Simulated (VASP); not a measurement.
Input of a VASP 6.6.1 run:

File INCAR:

```
SYSTEM = CdO
  PREC = Accurate
  ENCUT = 520
  EDIFF = 1E-7
  ISMEAR = 0
  SIGMA = 0.1
  LREAL = .FALSE.
  LASPH = .TRUE.
  NELM = 60
  ALGO = Fast
  ISIF = 3
  LWAVE = .FALSE.
  LCHARG = .FALSE.
  GGA = PE
  IBRION = 2
  NSW = 80
  EDIFFG = -0.002
  PSTRESS = 1500
```

File KPOINTS:

```
regular mesh
0
G
  16 16 16
  0 0 0
```

POSCAR

```
CdO                                     
1.0
    0.0000000000      2.1158946676      2.1158946676
    2.1158946676      0.0000000000      2.1158946676
    2.1158946676      2.1158946676      0.0000000000
  Cd              O             
     1     1
Direct
     0.0000000000000000    0.0000000000000000    0.0000000000000000
     0.5000000000000000    0.5000000000000000    0.5000000000000000
```

Potentials or basis: VASP PAW PBE potentials, release 64 (Cd, O).

Launch:

```sh
$ cat potpaw_PBE.64/Cd/POTCAR potpaw_PBE.64/O/POTCAR > POTCAR
$ mpirun -np 1 vasp_std > vasp.out
```

(1) Estimate the relaxed volume.

(2) What does it give for the relaxed cell?

## Answers

(1) 8.94 Å³/atom.

(2) a = 2.935 Å, b = 2.935 Å, c = 2.935 Å, α = 60.00°, β = 60.00°, γ = 60.00°.

Caveat: the cell is relaxed towards a set pressure, so the enthalpy falls and the energy may rise.
